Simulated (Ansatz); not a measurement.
FeO (Wuestite):

```xyz
2
Lattice="0.0000 2.1554 2.1554 2.1554 0.0000 2.1554 2.1554 2.1554 0.0000" Properties=species:S:1:pos:R:3 pbc="T T T"
Fe    0.0000    0.0000    0.0000
O     2.1554    2.1554    2.1554
```

Program: Ansatz 0.2.0. Alike in all runs: potentials or basis Ansatz PAW; spin collinear, ferromagnetic start; cell as given; cutoff (eV) 420; smearing fermi-dirac 0.05 eV. Hardware: 2 threads of Arm Neoverse V2, on a shared host.

Task: Order these runs on this cell by their wall time, lowest first.
A. task band structure; level PBE; k mesh 11 × 11 × 11; points for each segment of the path 14; mesh quality not flagged
B. task band structure; level HSE03; k mesh 6 × 6 × 6; points for each segment of the path 4; mesh quality coarse
C. task single point; level PBE; k mesh 6 × 6 × 6; mesh quality coarse

Result: C (0.82 s), A (3.9 s), B (150 s).

Caveats: some runs use coarse meshes; a cell with one magnetic atom can't hold antiferromagnetic order, which such compounds often take; the magnetic or orbital state may not be the lowest (some runs).

Not every run made on this cell is shown here.
